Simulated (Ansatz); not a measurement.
TiAl (P4/mmm), one atom moved over a plane

Theory: DFT PBEsol, scalar-relativistic, plane waves, PAW in Ansatz. Settings: plane waves to 420 eV, k-mesh 16×16×12 (Γ-centred), Gaussian smearing 0.15 eV. No spin polarisation. Energies are free energies at this smearing, counted from the undisturbed cell; pressure is positive in compression.

The starting cell (as given, not relaxed at this level; it stands at -3.9 GPa, and it needn't be the usual structure):

```xyz
2
Lattice="2.8373 0.0000 0.0000 0.0000 2.8373 0.0000 0.0000 0.0000 4.0591" Properties=species:S:1:pos:R:3 pbc="T T T"
Ti    0.0000    0.0000    0.0000
Al    1.4186    1.4186    2.0295
```

Atom 1 (Ti) is moved by p along (0.707, 0.707, 0.000) and q along (0.000, 0.000, 1.000) (Å), all else fixed. Points are written (p, q).

p was sampled at -0.200, -0.100, 0.000, 0.100, 0.200 and q at -0.200, -0.100, 0.000, 0.100, 0.200.

Where on the computed points is the energy highest, and how high?

At (-0.200, -0.200), (-0.200, 0.200), (0.200, -0.200), (0.200, 0.200): 0.21 eV/cell.

Away from (0, 0), which computed point is lowest?

(-0.100, 0.000), (0.100, 0.000): 0.02 eV/cell.

The map, in eV/cell:

```
 p \ q  -0.200  -0.100  0.000  0.100  0.200
-0.200    0.21    0.12   0.09   0.12   0.21
-0.100    0.13    0.05   0.02   0.05   0.13
 0.000    0.11    0.03   0.00   0.03   0.11
 0.100    0.13    0.05   0.02   0.05   0.13
 0.200    0.21    0.12   0.09   0.12   0.21
```